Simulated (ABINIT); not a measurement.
Set up this calculation in ABINIT 10.8.3 (patched build), as the native input.

```yaml
Task: single point
Functional: PBEsol
Potentials_or_basis: JTH PAW PBE v2.0
Cutoff: 844 eV
k_mesh: 10 × 10 × 10
Occupations: fermi-dirac, width 0.05 eV
Spin: no spin polarisation
Fine-grid_cutoff: 1442.2 eV
```

Crystal: GaN.

```xyz
2
Lattice="0.0000 2.2535 2.2535 2.2535 0.0000 2.2535 2.2535 2.2535 0.0000" Properties=species:S:1:pos:R:3 pbc="T T T"
Ga    0.0000    0.0000    0.0000
N     1.1268    1.1268    1.1268
```

The cell is a database's computed one.

The input as run:

run.abi

```
pp_dirpath "./"
pseudos "Ga.GGA_PBE-JTH.xml, N.GGA_PBE-JTH.xml"

acell 6.0224269985 6.0224269985 6.0224269985
rprim
     0.0000000000     0.7071067812     0.7071067812
     0.7071067812     0.0000000000     0.7071067812
     0.7071067812     0.7071067812     0.0000000000
ntypat 2
znucl 31 7
natom 2
typat 1 2
xcart
     0.0000000000     0.0000000000     0.0000000000
     2.1292494849     2.1292494849     2.1292494849

ecut 31.0
pawecutdg 53.0
pawxcdev 0

kptopt 1
ngkpt 10 10 10
nshiftk 1
shiftk 0.0 0.0 0.0

ixc -116133

nband 13
occopt 3
tsmear 0.05 eV

nstep 100
tolvrs 1.0e-9

iomode 3
prtwf 0
prtden 0
prteig 0
prtebands 0
enunit 1
```

Potentials or basis: JTH PAW PBE v2.0.

Launch:

```console
$ abinit run.abi > log 2>&1
```

Results of the run:

The pressure is -0.4 GPa and the band gap on the k mesh is 1.66 eV, direct. The valence electrons inside the program's atomic spheres are Ga 11.19; N 2.56.

Caveat: the PAW data sets were made with another functional, which shifts forces and pressure a little.

Run time: 28 s on 1 thread of Arm Neoverse V2 (shared host), peak memory 0.12 GiB.
